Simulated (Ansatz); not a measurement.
A run of Ansatz 0.2.0 is set up as follows.

Contents of run.py:

```python
import json

import ase.io
import numpy as np

import ansatz as az

atoms = ase.io.read("POSCAR", format="vasp")

calculation = (
    az.Crystal.from_ase(atoms)
    .calculation()
    .kpoints(6, 6, 6)
    .functional(exchange="rpw86", correlation="pbe", dispersion="rvv10")
    .pseudopotentials(kind="paw")
    .occupations(method="fixed")
    .elastic(mode="relaxed_ion", stencil="two_point")
    .forces()
    .stress()
)
outcome = calculation.run(threads=2, events_out="events.jsonl")

report = outcome.report
for line in open("events.jsonl"):
    event = json.loads(line)
    if event["event"] == "scf_iter":
        d = event["data"]
        print(f"SCF {d['iter']:3d}  HF = {d['harris_foulkes_ev']:.6f} eV  dr2 = {d['dr2_ev']:.2e} eV")
    elif event["event"] in ("relax_step", "md_step"):
        d = event["data"]
        print(f"{event['event']} {d['step']:3d}  E = {d['lagrangian_ev']:.6f} eV")
np.set_printoptions(precision=5, suppress=True, linewidth=110)
print("converged:", report["converged"], "after", report["n_iterations"], "iterations")
print(f"free energy {report['free_energy_ev']:.6f} eV, Fermi level {report['fermi_energy_ev']:.4f} eV")
for key in ("band_edges_ev", "magnetization_mub", "site_moments_mub", "site_moments_nc_mub", "forces_ev_ang",
                "stress_gpa"):
    if report.get(key) is not None:
        print(key, np.array(report[key]), sep="\n")
```

File POSCAR:

```
ZnS
1.0
    0.0000000000      2.7020000000      2.7020000000
    2.7020000000      0.0000000000      2.7020000000
    2.7020000000      2.7020000000      0.0000000000
Zn S
1 1
Direct
    0.7500000000      0.7500000000      0.7500000000
    0.0000000000      0.0000000000      0.0000000000
```

Potentials or basis: Ansatz PAW.

Run with:

```bash
$ python run.py
```

Question: Estimate the elastic constants C11, C12, C44.

Answer: 106, 67, 46 GPa.

Question: What does it give for the Voigt bulk modulus?

Answer: 80 GPa.

Question: Predict the band gap on the k mesh.

Answer: 1.89 eV, direct.

Question: Estimate the pressure.

Answer: 2.1 GPa.

Elastic tensor in Voigt notation (GPa, in the Cartesian axes of the cell as first typed):
```
106  67  67   0   0   0
 67 106  67   0   0   0
 67  67 106   0   0   0
  0   0   0  46   0   0
  0   0   0   0  46   0
  0   0   0   0   0  46
```

Caveat: the potentials were made for another functional, which shifts forces and pressure.

**What was measured.**

“Electronic, vibrational, and thermodynamic properties of ZnS (zincblende and rocksalt structure)”, 2009, arxiv:0911.5022 quotes, for a bulk crystal of ZnS at 19 K: band gap 3.85 eV (direct).

Measured gap of ZnS: 3.85 eV (direct; 19 K; quoted in “Electronic, vibrational, and thermodynamic properties of ZnS (zincblende and rocksalt structure)”, 2009, arxiv:0911.5022). This calculation gives 1.89 eV (-1.96 eV). So large a miss can be the level of theory's own, or it may mean another phase, state or a wrong row. The value is that of rPW86-PBE+rVV10, without temperature or zero-point motion.
